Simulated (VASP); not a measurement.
# LiF (Griceite) (Fm-3m) in VASP: settings compared, part 2 of 2

VASP 6.6.1. The steps go on from the part before.

**5. Band structure, r2SCAN**

This run uses another cell than the first one, of 7.98 Å³/atom, 0.959 times its volume.

INCAR reads:

```
  PREC = Accurate
  ENCUT = 520
  EDIFF = 1E-6
  ISMEAR = 0
  SIGMA = 0.03
  LREAL = F
  LASPH = T
  NELM = 80
  ALGO = Normal
  ISIF = 2
  LWAVE = F
  LCHARG = F
  METAGGA = R2SCAN
  LMIXTAU = T
```

KPOINTS reads:

```
Automatic mesh
0
Gamma
  12 12 12
```

POSCAR reads:

```
LiF                                     
1.0
    0.0000000000      1.9984797588      1.9984797588
    1.9984797588      0.0000000000      1.9984797588
    1.9984797588      1.9984797588      0.0000000000
  Li              F             
     1     1
Direct
     0.0000000000000000    0.0000000000000000    0.0000000000000000
     0.5000000000000000    0.5000000000000000    0.5000000000000000
```

KPOINTS_OPT is that of step 4.

Potentials or basis: VASP PAW PBE potentials, release 64 (Li_sv, F).

Run with:

```bash
cat potpaw_PBE.64/Li_sv/POTCAR potpaw_PBE.64/F/POTCAR > POTCAR
mpirun -np 1 vasp_std > vasp.out
```

Wall time 60 s (1 thread of Intel Xeon Platinum 8488C (Sapphire Rapids), shared host); peak memory 0.14 GiB.

The run converged. Its results:

- Free energy: -11.9029 eV
- Band gap on the k mesh: 10.50 eV, direct
- Band gap along the path: 10.50 eV, direct

Levels at the corners of the path, in eV from the valence-band top:
| point | band 2 | band 3 | band 4 | band 5 | band 6 | band 7 | band 8 | band 9 |
| --- | --- | --- | --- | --- | --- | --- | --- | --- |
| Γ | -21.16 | 0.00 | 0.00 | 0.00 | 10.50 | 25.72 | 25.72 | 25.73 |
| X | -20.46 | -3.10 | -1.04 | -1.04 | 16.29 | 17.56 | 19.42 | 22.22 |
| X | -20.46 | -3.10 | -1.04 | -1.04 | 16.29 | 17.56 | 19.42 | 22.22 |
| W | -20.48 | -2.15 | -2.15 | -0.82 | 16.45 | 16.45 | 19.12 | 21.40 |
| W | -20.48 | -2.15 | -2.15 | -0.82 | 16.45 | 16.45 | 19.12 | 21.40 |
| K | -20.50 | -2.58 | -1.60 | -0.77 | 15.81 | 16.35 | 20.40 | 21.56 |
| K | -20.50 | -2.58 | -1.60 | -0.77 | 15.81 | 16.35 | 20.40 | 21.56 |
| Γ | -21.16 | 0.00 | 0.00 | 0.00 | 10.50 | 25.72 | 25.72 | 25.73 |
| Γ | -21.16 | 0.00 | 0.00 | 0.00 | 10.50 | 25.72 | 25.72 | 25.74 |
| L | -20.73 | -2.56 | -0.25 | -0.25 | 11.96 | 18.43 | 20.63 | 20.63 |
| L | -20.73 | -2.56 | -0.25 | -0.25 | 11.96 | 18.43 | 20.63 | 20.63 |
| U | -20.50 | -2.58 | -1.60 | -0.77 | 15.81 | 16.35 | 20.40 | 21.56 |
| U | -20.50 | -2.58 | -1.60 | -0.77 | 15.81 | 16.35 | 20.40 | 21.56 |
| W | -20.48 | -2.15 | -2.15 | -0.82 | 16.45 | 16.45 | 19.12 | 21.40 |
| W | -20.48 | -2.15 | -2.15 | -0.82 | 16.45 | 16.45 | 19.12 | 21.40 |
| L | -20.73 | -2.56 | -0.25 | -0.25 | 11.96 | 18.43 | 20.63 | 20.63 |
| L | -20.73 | -2.56 | -0.25 | -0.25 | 11.96 | 18.43 | 20.63 | 20.63 |
| K | -20.50 | -2.58 | -1.60 | -0.77 | 15.81 | 16.35 | 20.40 | 21.56 |
| U | -20.50 | -2.58 | -1.60 | -0.77 | 15.81 | 16.35 | 20.40 | 21.56 |
| X | -20.46 | -3.10 | -1.04 | -1.04 | 16.29 | 17.56 | 19.42 | 22.22 |

Caveat: the cutoff is under 1.25 times the usual one of these potentials, so pressure, stress and relaxed cells hold a basis-set (Pulay) error; the PAW data sets were made with another functional, which shifts forces and pressure a little.

**6. Band structure, TB-mBJ**

This run uses another cell than the first one, of 7.98 Å³/atom, 0.959 times its volume.

POSCAR is that of step 5.

INCAR.step1 reads:

```
  PREC = Accurate
  ENCUT = 520
  EDIFF = 1E-5
  ISMEAR = 0
  SIGMA = 0.03
  LREAL = F
  LASPH = T
  NELM = 80
  ALGO = Normal
  ISIF = 2
  LWAVE = T
  LCHARG = F
  GGA = PE
```

INCAR.step2 reads:

```
  PREC = Accurate
  ENCUT = 520
  EDIFF = 1E-6
  ISMEAR = 0
  SIGMA = 0.03
  LREAL = F
  LASPH = T
  NELM = 80
  ALGO = Normal
  ISIF = 2
  LWAVE = F
  LCHARG = F
  METAGGA = MBJ
  ISTART = 1
```

KPOINTS is that of step 5.

KPOINTS_OPT is that of step 5.

Potentials or basis: VASP PAW PBE potentials, release 64 (Li_sv, F).

Run with:

```bash
cat potpaw_PBE.64/Li_sv/POTCAR potpaw_PBE.64/F/POTCAR > POTCAR
cp INCAR.step1 INCAR
mpirun -np 1 vasp_std > vasp.out
cp INCAR.step2 INCAR
mpirun -np 1 vasp_std > vasp.out
```

It took 58 s on 1 thread of Intel Xeon Platinum 8488C (Sapphire Rapids), shared host; peak memory 0.15 GiB.

It converged, with:

```yaml
Band_gap_on_the_k_mesh: 12.80 eV, direct
Band_gap_along_the_path: 12.80 eV, direct
```

Levels at the corners of the path, in eV from the valence-band top:
| point | band 3 | band 4 | band 5 | band 6 | band 7 | band 8 |
| --- | --- | --- | --- | --- | --- | --- |
| Γ | 0.00 | 0.00 | 0.00 | 12.80 | 27.80 | 27.80 |
| X | -2.30 | -0.80 | -0.80 | 19.17 | 20.46 | 21.00 |
| X | -2.30 | -0.80 | -0.80 | 19.17 | 20.46 | 21.00 |
| W | -1.59 | -1.59 | -0.68 | 19.37 | 19.37 | 22.10 |
| W | -1.59 | -1.59 | -0.68 | 19.37 | 19.37 | 22.10 |
| K | -1.91 | -1.24 | -0.60 | 18.78 | 19.25 | 22.15 |
| K | -1.91 | -1.24 | -0.60 | 18.78 | 19.25 | 22.15 |
| Γ | 0.00 | 0.00 | 0.00 | 12.80 | 27.80 | 27.80 |
| Γ | 0.00 | 0.00 | 0.00 | 12.80 | 27.80 | 27.80 |
| L | -2.04 | -0.22 | -0.22 | 15.09 | 20.77 | 23.54 |
| L | -2.04 | -0.22 | -0.22 | 15.09 | 20.77 | 23.54 |
| U | -1.91 | -1.24 | -0.60 | 18.78 | 19.25 | 22.15 |
| U | -1.91 | -1.24 | -0.60 | 18.78 | 19.25 | 22.15 |
| W | -1.59 | -1.59 | -0.68 | 19.37 | 19.37 | 22.10 |
| W | -1.59 | -1.59 | -0.68 | 19.37 | 19.37 | 22.10 |
| L | -2.04 | -0.22 | -0.22 | 15.09 | 20.77 | 23.54 |
| L | -2.04 | -0.22 | -0.22 | 15.09 | 20.77 | 23.54 |
| K | -1.91 | -1.24 | -0.60 | 18.78 | 19.25 | 22.15 |
| U | -1.91 | -1.24 | -0.60 | 18.78 | 19.25 | 22.15 |
| X | -2.30 | -0.80 | -0.80 | 19.17 | 20.46 | 21.00 |

Caveat: the cutoff is under 1.25 times the usual one of these potentials, so pressure, stress and relaxed cells hold a basis-set (Pulay) error; the PAW data sets were made with another functional, which shifts forces and pressure a little.

**7. Summary**

```tsv
task	level	potentials or basis	cell	k mesh	cutoff (eV)	monkhorst-Pack mesh	further INCAR settings	gap on the mesh (eV)
dielectric tensor	PBE	VASP PAW PBE potentials, release 64 (Li_sv, F)	Fm-3m, 8.32 Å³/atom	20 × 20 × 20	600	yes	ALGO = Fast; EDIFF = 1e-08	-
band structure	PBE	VASP PAW PBE potentials, release 64 (Li_sv, F)	Fm-3m, 7.98 Å³/atom	12 × 12 × 12	520	-	ALGO = Normal; EDIFF = 1e-06	9.30
band structure	LDA	VASP PAW LDA potentials, release 64 (Li_sv, F)	Fm-3m, 7.98 Å³/atom	12 × 12 × 12	520	-	ALGO = Normal; EDIFF = 1e-06	9.05
band structure	r2SCAN	VASP PAW PBE potentials, release 64 (Li_sv, F)	Fm-3m, 7.98 Å³/atom	12 × 12 × 12	520	-	ALGO = Normal; EDIFF = 1e-06	10.50
band structure	TB-mBJ	VASP PAW PBE potentials, release 64 (Li_sv, F)	Fm-3m, 7.98 Å³/atom	12 × 12 × 12	520	-	ALGO = Normal; EDIFF = 1e-06	12.80
```

Alike in all rows: no spin polarisation; smearing gaussian 0.03 eV.

Caveats: the cutoff is under 1.25 times the usual one of these potentials, so pressure, stress and relaxed cells hold a basis-set (Pulay) error; the PAW data sets were made with another functional, which shifts forces and pressure a little (some runs).

Absolute energies hang on the potentials; compare differences alone.

**8. How close it comes**

Step 2. A measured high-frequency dielectric constant of LiF is 1.93 (a printed reference work, monograph); the calculated 2.05 misses it by +6.3 %.
